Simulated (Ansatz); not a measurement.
# Rhodium, fcc under revPBE: ground state and equation of state, part 2 of 2

Aim: take rhodium in the fcc structure, relax it, solve it on a dense k-mesh, switch on spin-orbit coupling, then scale the cell to 7 volumes from 88 to 112 % of the relaxed one and try a fit of the equation of state. The start is ferromagnetic. The k-meshes are 14×14×14 for the relaxation; 23×23×23 for the dense run; 14×14×14 for spin-orbit coupling; 23×23×23 for the volumes. The starting cell is the deposited one, from the Crystallography Open Database.

Ansatz 0.2.0; DFT, revPBE, plane waves (420 eV) with PAW, scalar-relativistic.

## Step 3: The energy on a finer k-mesh

input.yaml

```yaml
crystal:
  lattice:
    - [0.0, 1.9236023117, 1.9236023117]
    - [1.9236023117, 0.0, 1.9236023117]
    - [1.9236023117, 1.9236023117, 0.0]
  atoms:
    - { symbol: Rh, position: [0.0, 0.0, 0.0], spin: 1.0 }
hamiltonian:
  xc: revpbe
  pseudopotentials:
    kind: paw
    azcp:
      Rh: "pseudopotentials/Rh.paw.azcp"
basis:
  ecutwfc: 420
  fft_grid_basis: typed
kpoints:
  mp_grid: { grid: [23, 23, 23], shift: [0, 0, 0] }
magnetization:
  spin_polarized: true
scf:
  occupations: { method: fermi_dirac, width: 0.05 }
```

What it wrote (excerpt; [...] marks lines left out):

```text
Warning: RAYON_NUM_THREADS=4 ignored (pool sized by the plan → 4); use --threads N
[...]
Pseudopotentials: kind: paw
Pseudopotential: Rh, paw, valence charge 17, recommended cutoff 420 eV (normal), <dir>
Functional definition: revPBE
[...]
Crystal: 1 atoms, lattice volume = 14.236 Å³
Basis set: ecut = 420 eV, 283 PW (Γ)
Bands: 13, of which v1, the nominal top of the filled ones, is band 9 counted from 1 (8 counted from 0)
Symmetry: 48 space group operations
Space group: Fm-3m (ITA 225), of the structure as read, at distance tolerance 2.4e-5 Å
[...]
WARN: the starting moments were not kept: the SCF closed with an absolute magnetisation of 1.8e-7 μB, where they sum to 1 μB in size (1 site). That is at most 0.1 of that sum. Measured as dr2_m measures the in/out step, that magnetisation stands 1.0e-14 eV from none, at or under the [...]
SCF converged after 9 iterations
Magnetization: 0.0000 μB (8.5000 up, 8.5000 down)
Absolute magnetization: 0.0000 μB (∫|ρ↑−ρ↓|, with the PAW one-centre terms)
Spin contamination: 0.0000 ħ² per cell (⟨S²⟩ above its minimum at these occupations)
Per-site moments (μB) at R_I (Å): [(7.599934507378933e-8, 1.122158597100081)]
Free energy (F): -6408.220097 eV
[...]
E sigma→0 (E₀):  -6408.214485 eV
Entropy (-TS):   -0.011225 eV (-11.225 meV/atom)
Fermi energy:    21.469209 eV
[...]
```

Wall time 2.5 s (4 threads of an Arm CPU, shared host); peak memory 0.35 GiB.

## Step 4: Spin-orbit coupling switched on

input.yaml

```yaml
crystal:
  lattice:
    - [0.0, 1.9236023117, 1.9236023117]
    - [1.9236023117, 0.0, 1.9236023117]
    - [1.9236023117, 1.9236023117, 0.0]
  atoms:
    - { symbol: Rh, position: [0.0, 0.0, 0.0], spin: 1.0, spin_axis: [0, 0, 1] }
hamiltonian:
  xc: revpbe
  pseudopotentials:
    kind: paw_fr
    azcp:
      Rh: "pseudopotentials/Rh.paw.azcp"
basis:
  ecutwfc: 420
  fft_grid_basis: typed
kpoints:
  mp_grid: { grid: [14, 14, 14], shift: [0, 0, 0] }
magnetization:
  noncollinear: true
  spin_orbit: true
scf:
  occupations: { method: fermi_dirac, width: 0.05 }
```

What it wrote (excerpt; [...] marks lines left out):

```text
Warning: RAYON_NUM_THREADS=4 ignored (pool sized by the plan → 4); use --threads N
[...]
Pseudopotentials: kind: paw_fr
Pseudopotential: Rh, paw_fr, valence charge 17, recommended cutoff 420 eV (normal), <dir>
[... 1 set-up line as earlier in the session ...]
[...]
Crystal: 1 atoms, lattice volume = 14.236 Å³
Basis set: ecut = 420 eV, 283 PW (Γ)
Bands: 26, of which v1, the nominal top of the filled ones, is band 17 counted from 1 (16 counted from 0)
Symmetry: 8 space group operations + 8 with time reversal
Magnetic group: BNS 139.537 (UNI 1197), of the structure as read, at distance tolerance 2.4e-5 Å
[...]
WARN: the starting moments were not kept: the SCF closed with an absolute magnetisation of 2.6e-6 μB, where they sum to 1 μB in size (1 site). That is at most 0.1 of that sum. Measured as dr2_m measures the in/out step, that magnetisation stands 3.1e-12 eV from none, at or under the [...]
SCF converged after 16 iterations
Magnetization: |M| = 0.0000 μB,  M = (+0.0000, +0.0000, -0.0000) μB
Absolute magnetization: 0.0000 μB (∫|m|, with the PAW one-centre terms)
  site 0: m = (-0.0000, +0.0000, -0.0000) μB, |m| = 0.0000 μB  (R = 1.12 Å)
Free energy (F): -6410.029119 eV
[...]
E sigma→0 (E₀):  -6410.023809 eV
Entropy (-TS):   -0.010619 eV (-10.619 meV/atom)
Fermi energy:    21.470336 eV
[...]
```

Wall time 8.3 s (4 threads of an Arm CPU, shared host); peak memory 0.46 GiB.

Side by side:

```tsv
	scalar-relativistic	with spin-orbit coupling
k-mesh	23×23×23	14×14×14
gap on the mesh	none (levels filled in part)	none (levels filled in part)
magnetic state	non-magnetic	non-magnetic
```

The meshes differ, so small differences between the columns need not come from spin-orbit coupling.

## Step 5: The cell scaled to 88 % of its volume

input.yaml

```yaml
crystal:
  lattice:
    - [0.0, 1.8433572627, 1.8433572627]
    - [1.8433572627, 0.0, 1.8433572627]
    - [1.8433572627, 1.8433572627, 0.0]
  atoms:
    - { symbol: Rh, position: [0.0, 0.0, 0.0], spin: 1.0 }
hamiltonian:
  xc: revpbe
  pseudopotentials:
    kind: paw
    azcp:
      Rh: "pseudopotentials/Rh.paw.azcp"
basis:
  ecutwfc: 420
  fft_grid_basis: typed
kpoints:
  mp_grid: { grid: [23, 23, 23], shift: [0, 0, 0] }
magnetization:
  spin_polarized: true
scf:
  occupations: { method: fermi_dirac, width: 0.05 }
output:
  stress: true
```

What it wrote (excerpt; [...] marks lines left out):

```text
Warning: RAYON_NUM_THREADS=4 ignored (pool sized by the plan → 4); use --threads N
[...]
[... 3 set-up lines as earlier in the session ...]
[...]
Crystal: 1 atoms, lattice volume = 12.527 Å³
Basis set: ecut = 420 eV, 259 PW (Γ)
Bands: 13, of which v1, the nominal top of the filled ones, is band 9 counted from 1 (8 counted from 0)
[... 1 set-up line as earlier in the session ...]
Space group: Fm-3m (ITA 225), of the structure as read, at distance tolerance 2.3e-5 Å
[...]
WARN: the starting moments were not kept: the SCF closed with an absolute magnetisation of 4.7e-7 μB, where they sum to 1 μB in size (1 site). That is at most 0.1 of that sum. Measured as dr2_m measures the in/out step, that magnetisation stands 1.1e-13 eV from none, at or under the [...]
SCF converged after 9 iterations
Magnetization: 0.0000 μB (8.5000 up, 8.5000 down)
Absolute magnetization: 0.0000 μB (∫|ρ↑−ρ↓|, with the PAW one-centre terms)
Spin contamination: 0.0000 ħ² per cell (⟨S²⟩ above its minimum at these occupations)
Per-site moments (μB) at R_I (Å): [(3.267727442466129e-7, 1.0753465969988298)]
Free energy (F): -6408.018166 eV
[...]
E sigma→0 (E₀):  -6408.013659 eV
Entropy (-TS):   -0.009013 eV (-9.013 meV/atom)
Fermi energy:    25.250531 eV
[...]
--- Stress (GPa, compression-positive) ---
       43.212277       0.000000       0.000000
       -0.000000      43.212277       0.000000
        0.000000       0.000000      43.212277
  P = ⅓ Tr σ = 43.2123 GPa (432.123 kbar)
```

Wall time 2.5 s (4 threads of an Arm CPU, shared host); peak memory 0.35 GiB.

## Step 6: The cell scaled to 92 % of its volume

Edit input.yaml of step 5 so:

```diff
@@ -2,5 +2,5 @@
   lattice:
-    - [0.0, 1.8433572627, 1.8433572627]
-    - [1.8433572627, 0.0, 1.8433572627]
-    - [1.8433572627, 1.8433572627, 0.0]
+    - [0.0, 1.8708741144, 1.8708741144]
+    - [1.8708741144, 0.0, 1.8708741144]
+    - [1.8708741144, 1.8708741144, 0.0]
   atoms:
```

What it wrote (excerpt; [...] marks lines left out):

```text
Warning: RAYON_NUM_THREADS=4 ignored (pool sized by the plan → 4); use --threads N
[...]
[... 3 set-up lines as earlier in the session ...]
[...]
Crystal: 1 atoms, lattice volume = 13.097 Å³
Basis set: ecut = 420 eV, 259 PW (Γ)
Bands: 13, of which v1, the nominal top of the filled ones, is band 9 counted from 1 (8 counted from 0)
[... 2 set-up lines as earlier in the session ...]
[...]
WARN: the starting moments were not kept: the SCF closed with an absolute magnetisation of 3.6e-7 μB, where they sum to 1 μB in size (1 site). That is at most 0.1 of that sum. Measured as dr2_m measures the in/out step, that magnetisation stands 7.1e-14 eV from none, at or under the [...]
SCF converged after 9 iterations
Magnetization: 0.0000 μB (8.5000 up, 8.5000 down)
Absolute magnetization: 0.0000 μB (∫|ρ↑−ρ↓|, with the PAW one-centre terms)
Spin contamination: 0.0000 ħ² per cell (⟨S²⟩ above its minimum at these occupations)
Per-site moments (μB) at R_I (Å): [(2.663731048572869e-7, 1.0913989127568589)]
Free energy (F): -6408.138281 eV
[...]
E sigma→0 (E₀):  -6408.133422 eV
Entropy (-TS):   -0.009718 eV (-9.718 meV/atom)
Fermi energy:    23.880182 eV
[...]
--- Stress (GPa, compression-positive) ---
       25.127210      -0.000000      -0.000000
       -0.000000      25.127210       0.000000
       -0.000000       0.000000      25.127210
  P = ⅓ Tr σ = 25.1272 GPa (251.272 kbar)
```

Wall time 2.6 s (4 threads of an Arm CPU, shared host); peak memory 0.36 GiB.

## Step 7: The cell scaled to 96 % of its volume

Edit input.yaml of step 6 so:

```diff
@@ -2,5 +2,5 @@
   lattice:
-    - [0.0, 1.8708741144, 1.8708741144]
-    - [1.8708741144, 0.0, 1.8708741144]
-    - [1.8708741144, 1.8708741144, 0.0]
+    - [0.0, 1.8976044989, 1.8976044989]
+    - [1.8976044989, 0.0, 1.8976044989]
+    - [1.8976044989, 1.8976044989, 0.0]
   atoms:
```

What it wrote (excerpt; [...] marks lines left out):

```text
Warning: RAYON_NUM_THREADS=4 ignored (pool sized by the plan → 4); use --threads N
[...]
[... 3 set-up lines as earlier in the session ...]
[...]
Crystal: 1 atoms, lattice volume = 13.666 Å³
Basis set: ecut = 420 eV, 283 PW (Γ)
Bands: 13, of which v1, the nominal top of the filled ones, is band 9 counted from 1 (8 counted from 0)
[... 2 set-up lines as earlier in the session ...]
[...]
WARN: the starting moments were not kept: the SCF closed with an absolute magnetisation of 1.2e-7 μB, where they sum to 1 μB in size (1 site). That is at most 0.1 of that sum. Measured as dr2_m measures the in/out step, that magnetisation stands 4.5e-15 eV from none, at or under the [...]
SCF converged after 9 iterations
Magnetization: -0.0000 μB (8.5000 up, 8.5000 down)
Absolute magnetization: 0.0000 μB (∫|ρ↑−ρ↓|, with the PAW one-centre terms)
Spin contamination: 0.0000 ħ² per cell (⟨S²⟩ above its minimum at these occupations)
Per-site moments (μB) at R_I (Å): [(3.159503153954643e-8, 1.1069924325753897)]
Free energy (F): -6408.201442 eV
[...]
E sigma→0 (E₀):  -6408.196217 eV
Entropy (-TS):   -0.010451 eV (-10.451 meV/atom)
Fermi energy:    22.624184 eV
[...]
--- Stress (GPa, compression-positive) ---
       10.993950       0.000000       0.000000
        0.000000      10.993950       0.000000
        0.000000      -0.000000      10.993950
  P = ⅓ Tr σ = 10.9940 GPa (109.940 kbar)
```

Wall time 2.6 s (4 threads of an Arm CPU, shared host); peak memory 0.36 GiB.

## Step 8: The cell scaled to 100 % of its volume

Edit input.yaml of step 7 so:

```diff
@@ -2,5 +2,5 @@
   lattice:
-    - [0.0, 1.8976044989, 1.8976044989]
-    - [1.8976044989, 0.0, 1.8976044989]
-    - [1.8976044989, 1.8976044989, 0.0]
+    - [0.0, 1.9236023117, 1.9236023117]
+    - [1.9236023117, 0.0, 1.9236023117]
+    - [1.9236023117, 1.9236023117, 0.0]
   atoms:
```

What it wrote (excerpt; [...] marks lines left out):

```text
Warning: RAYON_NUM_THREADS=4 ignored (pool sized by the plan → 4); use --threads N
[...]
[... 3 set-up lines as earlier in the session ...]
[...]
Crystal: 1 atoms, lattice volume = 14.236 Å³
Basis set: ecut = 420 eV, 283 PW (Γ)
Bands: 13, of which v1, the nominal top of the filled ones, is band 9 counted from 1 (8 counted from 0)
[... 2 set-up lines as earlier in the session ...]
[...]
WARN: the starting moments were not kept: the SCF closed with an absolute magnetisation of 1.8e-7 μB, where they sum to 1 μB in size (1 site). That is at most 0.1 of that sum. Measured as dr2_m measures the in/out step, that magnetisation stands 1.0e-14 eV from none, at or under the [...]
SCF converged after 9 iterations
Magnetization: 0.0000 μB (8.5000 up, 8.5000 down)
Absolute magnetization: 0.0000 μB (∫|ρ↑−ρ↓|, with the PAW one-centre terms)
Spin contamination: 0.0000 ħ² per cell (⟨S²⟩ above its minimum at these occupations)
Per-site moments (μB) at R_I (Å): [(7.599934507378933e-8, 1.122158597100081)]
Free energy (F): -6408.220097 eV
[...]
E sigma→0 (E₀):  -6408.214485 eV
Entropy (-TS):   -0.011225 eV (-11.225 meV/atom)
Fermi energy:    21.469209 eV
[...]
--- Stress (GPa, compression-positive) ---
       -0.039381      -0.000000      -0.000000
       -0.000000      -0.039381      -0.000000
        0.000000      -0.000000      -0.039381
  P = ⅓ Tr σ = -0.0394 GPa (-0.394 kbar)
```

Run time: 2.7 s. Hardware: 4 threads of an Arm CPU, shared host; peak memory 0.37 GiB.

## Step 9: The cell scaled to 104 % of its volume

Edit input.yaml of step 8 so:

```diff
@@ -2,5 +2,5 @@
   lattice:
-    - [0.0, 1.9236023117, 1.9236023117]
-    - [1.9236023117, 0.0, 1.9236023117]
-    - [1.9236023117, 1.9236023117, 0.0]
+    - [0.0, 1.9489157713, 1.9489157713]
+    - [1.9489157713, 0.0, 1.9489157713]
+    - [1.9489157713, 1.9489157713, 0.0]
   atoms:
```

What it wrote (excerpt; [...] marks lines left out):

```text
Warning: RAYON_NUM_THREADS=4 ignored (pool sized by the plan → 4); use --threads N
[...]
[... 3 set-up lines as earlier in the session ...]
[...]
Crystal: 1 atoms, lattice volume = 14.805 Å³
Basis set: ecut = 420 eV, 283 PW (Γ)
Bands: 13, of which v1, the nominal top of the filled ones, is band 9 counted from 1 (8 counted from 0)
[... 1 set-up line as earlier in the session ...]
Space group: Fm-3m (ITA 225), of the structure as read, at distance tolerance 2.5e-5 Å
[...]
WARN: the starting moments were not kept: the SCF closed with an absolute magnetisation of 3.7e-7 μB, where they sum to 1 μB in size (1 site). That is at most 0.1 of that sum. Measured as dr2_m measures the in/out step, that magnetisation stands 5.3e-14 eV from none, at or under the [...]
SCF converged after 9 iterations
Magnetization: 0.0000 μB (8.5000 up, 8.5000 down)
Absolute magnetization: 0.0000 μB (∫|ρ↑−ρ↓|, with the PAW one-centre terms)
Spin contamination: 0.0000 ħ² per cell (⟨S²⟩ above its minimum at these occupations)
Per-site moments (μB) at R_I (Å): [(2.2652012499130245e-7, 1.1369255352243035)]
Free energy (F): -6408.204046 eV
[...]
E sigma→0 (E₀):  -6408.198023 eV
Entropy (-TS):   -0.012046 eV (-12.046 meV/atom)
Fermi energy:    20.403964 eV
[...]
--- Stress (GPa, compression-positive) ---
       -8.632072       0.000000      -0.000000
        0.000000      -8.632072       0.000000
        0.000000       0.000000      -8.632072
  P = ⅓ Tr σ = -8.6321 GPa (-86.321 kbar)
```

Wall time 2.8 s (4 threads of an Arm CPU, shared host); peak memory 0.37 GiB.

## Step 10: The cell scaled to 108 % of its volume

Edit input.yaml of step 9 so:

```diff
@@ -2,5 +2,5 @@
   lattice:
-    - [0.0, 1.9489157713, 1.9489157713]
-    - [1.9489157713, 0.0, 1.9489157713]
-    - [1.9489157713, 1.9489157713, 0.0]
+    - [0.0, 1.9735882104, 1.9735882104]
+    - [1.9735882104, 0.0, 1.9735882104]
+    - [1.9735882104, 1.9735882104, 0.0]
   atoms:
```

What it wrote (excerpt; [...] marks lines left out):

```text
Warning: RAYON_NUM_THREADS=4 ignored (pool sized by the plan → 4); use --threads N
[...]
[... 3 set-up lines as earlier in the session ...]
[...]
Crystal: 1 atoms, lattice volume = 15.374 Å³
Basis set: ecut = 420 eV, 307 PW (Γ)
Bands: 13, of which v1, the nominal top of the filled ones, is band 9 counted from 1 (8 counted from 0)
[... 2 set-up lines as earlier in the session ...]
[...]
WARN: the starting moments were not kept: the SCF closed with an absolute magnetisation of 7.3e-7 μB, where they sum to 1 μB in size (1 site). That is at most 0.1 of that sum. Measured as dr2_m measures the in/out step, that magnetisation stands 3.1e-13 eV from none, at or under the [...]
SCF converged after 10 iterations
Magnetization: 0.0000 μB (8.5000 up, 8.5000 down)
Absolute magnetization: 0.0000 μB (∫|ρ↑−ρ↓|, with the PAW one-centre terms)
Spin contamination: 0.0000 ħ² per cell (⟨S²⟩ above its minimum at these occupations)
Per-site moments (μB) at R_I (Å): [(6.1141715562604e-7, 1.1513185256460219)]
Free energy (F): -6408.161020 eV
[...]
E sigma→0 (E₀):  -6408.154564 eV
Entropy (-TS):   -0.012912 eV (-12.912 meV/atom)
Fermi energy:    19.418753 eV
[...]
--- Stress (GPa, compression-positive) ---
      -15.294732       0.000000       0.000000
       -0.000000     -15.294732      -0.000000
        0.000000       0.000000     -15.294732
  P = ⅓ Tr σ = -15.2947 GPa (-152.947 kbar)
```

Run time: 2.9 s. Hardware: 4 threads of an Arm CPU, shared host; peak memory 0.38 GiB.

## Step 11: The cell scaled to 112 % of its volume

Edit input.yaml of step 10 so:

```diff
@@ -2,5 +2,5 @@
   lattice:
-    - [0.0, 1.9735882104, 1.9735882104]
-    - [1.9735882104, 0.0, 1.9735882104]
-    - [1.9735882104, 1.9735882104, 0.0]
+    - [0.0, 1.9976587316, 1.9976587316]
+    - [1.9976587316, 0.0, 1.9976587316]
+    - [1.9976587316, 1.9976587316, 0.0]
   atoms:
```

What it wrote (excerpt; [...] marks lines left out):

```text
Warning: RAYON_NUM_THREADS=4 ignored (pool sized by the plan → 4); use --threads N
[...]
[... 3 set-up lines as earlier in the session ...]
[...]
Crystal: 1 atoms, lattice volume = 15.944 Å³
Basis set: ecut = 420 eV, 331 PW (Γ)
Bands: 13, of which v1, the nominal top of the filled ones, is band 9 counted from 1 (8 counted from 0)
[... 2 set-up lines as earlier in the session ...]
[...]
WARN: the starting moments were not kept: the SCF closed with an absolute magnetisation of 4.4e-6 μB, where they sum to 1 μB in size (1 site). That is at most 0.1 of that sum. Measured as dr2_m measures the in/out step, that magnetisation stands 1.2e-11 eV from none, at or under the [...]
SCF converged after 10 iterations
Magnetization: 0.0000 μB (8.5000 up, 8.5000 down)
Absolute magnetization: 0.0000 μB (∫|ρ↑−ρ↓|, with the PAW one-centre terms)
Spin contamination: 0.0000 ħ² per cell (⟨S²⟩ above its minimum at these occupations)
Per-site moments (μB) at R_I (Å): [(4.115833928162347e-6, 1.1653603793789737)]
Free energy (F): -6408.097140 eV
[...]
E sigma→0 (E₀):  -6408.090228 eV
Entropy (-TS):   -0.013824 eV (-13.824 meV/atom)
Fermi energy:    18.505174 eV
[...]
--- Stress (GPa, compression-positive) ---
      -20.424724      -0.000000       0.000000
        0.000000     -20.424724      -0.000000
       -0.000000       0.000000     -20.424724
  P = ⅓ Tr σ = -20.4247 GPa (-204.247 kbar)
```

Wall time 3 s (4 threads of an Arm CPU, shared host); peak memory 0.38 GiB.

## Step 12: The equation of state

The cell was scaled evenly, with its shape and the fractional positions fixed.

```tsv
V (Å³/atom)	E − E₀ (meV/atom)	P from the stress (GPa)	P from the fit (GPa)
12.527	200.8	43.21	43.19
13.097	81.0	25.13	25.01
13.666	18.2	10.99	10.87
14.236	0.0	-0.04	-0.15
14.805	16.4	-8.63	-8.73
15.374	59.9	-15.29	-15.42
15.944	124.2	-20.42	-20.60
```

A third-order Birch-Murnaghan fit gives V₀ = 14.227 Å³/atom, B₀ = 243 GPa and B₀′ = 5.2; it misses no point by more than 0.05 meV/atom.

The fit is made to E(σ → 0), while the stress belongs to the free energy F; that is one source of the offset between the two pressures.

## Step 13: Summary of results

What follows sums up all 2 parts.

| quantity | value |
| --- | --- |
| space group (spins left aside) | Fm-3m (No. 225) |
| conventional cell | a = 3.847 Å |
| volume | 14.236 Å³/atom |
| shortest distance | 2.720 Å |
| against the deposited volume | +3.5 % (13.752 Å³/atom) |
| gap on the mesh | none (levels filled in part) |
| magnetic state | non-magnetic |
| V₀, B₀, B₀′ | 14.227 Å³/atom, 243 GPa, 5.2 |

**Reading.** The relaxed volume lies 3.5 % above the deposited cell. Cells that are too large are usual for this functional. Zero-point motion and any thermal expansion in the deposited cell, which the calculation lacks, would widen the miss. The moments die out: the run ends non-magnetic. Levels at the Fermi energy are filled in part, as in a metal. Totals with and without spin-orbit coupling (-1.8 eV/atom apart) can't be read as binding, since the two-component data shift the zero of energy. The fitted modulus is 243 GPa.
